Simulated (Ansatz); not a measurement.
**Stationary points along a deformation path in SiNi2**

Theory: DFT PBEsol, scalar-relativistic, plane waves, PAW (Ansatz 0.2.0). The runs took a 420 eV cutoff, a Γ-centred 18×18×12 mesh and Gaussian smearing (0.15 eV). No spin polarisation. A magnetic state may lie lower. Energies are free energies at this smearing, counted from the undisturbed cell; pressure is positive in compression.

The undisturbed cell (relaxed at this level; it needn't be the usual structure):

```
Si Ni
1.0
     3.86846    0.00000    0.00000
    -1.93423    3.35019    0.00000
     0.00000    0.00000    4.91699
Si Ni
2 4
Direct
  0.33333 0.66667 0.75000
  0.66667 0.33333 0.25000
  0.00000 0.00000 0.00000
  0.00000 0.00000 0.50000
  0.33333 0.66667 0.25000
  0.66667 0.33333 0.75000
```

At fixed volume and fractional coordinates, lengths along (0.000, 0.000, 1.000) are scaled against those across it; ρ is that ratio over its starting value. V = 10.621 Å³/atom. Δσ is the stress along the axis less the mean stress across it (compression positive).

```
    ρ  ΔE (meV/atom)  Δσ (GPa) space group
0.850          207.0     64.02     P6_3/mmc
0.920           48.8     28.06     P6_3/mmc
1.000            0.0     -0.03     P6_3/mmc
1.100           50.2    -22.42     P6_3/mmc
1.200          167.1    -37.92     P6_3/mmc
```

**Question.** How does the stress give the slope of the energy, and where is the energy stationary?

**Answer.** Along the path d ln(length) is 2/3 d ln ρ on the axis and −1/3 d ln ρ across it, so dE/d ln ρ = −(2/3) V Δσ: the energy falls with ρ where Δσ is positive. Δσ vanishes or changes sign at ρ = 1.000 (P6_3/mmc), a minimum at 0.0 meV/atom. Pairs of stationary points between two samples would go unseen, and could change a minimum read from distant neighbours into a maximum.

**Question.** Integrate that slope from ρ = 1 to 0.850 by the trapezoid rule.

**Answer.** With V/N in Å³ and 1 eV/Å³ = 160.2 GPa the slopes at ρ = 1.000, 0.920, 0.850 are 1, -1240, -2829 meV/atom per unit of ln ρ. The steps add 51.7 + 161.0 = 212.7 meV/atom, against 207.0 from the energies; the trapezoid rule misses the curvature of the slope within each step.

In a metal these slopes depend on the k mesh and the smearing.

Cost: 5 runs of about 3.1 core-minutes in all, on Arm Neoverse V2 (shared hosts).